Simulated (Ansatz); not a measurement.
Wurtzite MgO, relaxed with r2SCAN in the plane-wave code Ansatz. Space group P6_3mc (No. 186), hexagonal; a = 3.288 Å, c = 5.034 Å in the conventional setting, 11.79 Å³ an atom. Mg has 4 O at 1.97–1.99 Å; O has 4 Mg at 1.97–1.99 Å.

The axes x, y and z are those of this cell:
```yaml
crystal:
  lattice:
    - [3.28822, 0.00000, 0.00000]
    - [-1.64411, 2.84768, 0.00000]
    - [0.00000, 0.00000, 5.03437]
  atoms:
    - { symbol: Mg, position: [0.33333, 0.66667, 0.99016] }
    - { symbol: Mg, position: [0.66667, 0.33333, 0.49016] }
    - { symbol: O, position: [0.33333, 0.66667, 0.38484] }
    - { symbol: O, position: [0.66667, 0.33333, 0.88484] }
```

Unstrained: PBE gives a direct gap of 3.556 eV at Γ. With r2SCAN the gap is 4.223 eV and direct, at Γ. With HSE06 the gap is 5.158 eV and direct, at Γ. Meshes: PBE 12×12×6, r2SCAN 12×12×6, HSE06 6×6×4. Strains are changes of length per length, and xy shears are angles. After each strain the atoms were relaxed again with r2SCAN within the symmetry that the strain leaves, so tilts or polar shifts that break it weren't tested; points keep the names that they have in the unstrained zone. Under uniaxial strain the other axes carry as much stress as the strained one: the cell is very soft in shear and may be mechanically unstable. The cell comes from a prototype generator: it can be a known phase or a hypothetical one. Spin polarisation is off.

(1) Apply xy shear, engineering strain (angle) +3.0 %. How far does the gap move, against the unstrained cell?

(2) Apply uniaxial -2.0 % along z, other directions held. How far does the gap move, against the unstrained cell?

(3) Apply isotropic +3.0 % on every length. How far does the gap move, against the unstrained cell?

(4) For epitaxial +1.5 % in the xy plane, how far does the free direction move, and what happens to the gap?

(5) Order the strained cells by their HSE06 gap, smallest first.
A. uniaxial -2.0 % along z, other directions held
B. xy shear, engineering strain (angle) +3.0 %
C. isotropic +3.0 % on every length
D. epitaxial +1.5 % in the xy plane

Answers

(1) PBE: the gap goes from 3.556 to 3.554 eV (-0.002 eV). r2SCAN: the gap goes from 4.223 to 4.219 eV (-0.004 eV). HSE06: the gap goes from 5.158 to 5.155 eV (-0.003 eV). The r2SCAN energy rises by 1.6 meV an atom.

(2) PBE: the gap goes from 3.556 to 3.587 eV (+0.031 eV). r2SCAN: the gap goes from 4.223 to 4.255 eV (+0.032 eV). HSE06: the gap goes from 5.158 to 5.194 eV (+0.036 eV). The r2SCAN energy rises by 1.7 meV an atom.

(3) PBE: the gap goes from 3.556 to 3.105 eV (-0.451 eV). r2SCAN: the gap goes from 4.223 to 3.745 eV (-0.478 eV). HSE06: the gap goes from 5.158 to 4.655 eV (-0.503 eV). The r2SCAN energy rises by 34.3 meV an atom.

(4) The normal strain at zero normal stress is -3.62 %, 2.41 of the in-plane strain with the sign turned. PBE: the gap goes from 3.556 to 3.394 eV (-0.162 eV). r2SCAN: the gap goes from 4.223 to 4.055 eV (-0.168 eV). HSE06: the gap goes from 5.158 to 4.983 eV (-0.175 eV).

(5) C (4.65 eV), D (4.98 eV), B (5.16 eV), A (5.19 eV).

The meshes of the hybrids are coarse, so their gaps aren't converged to the digits shown.
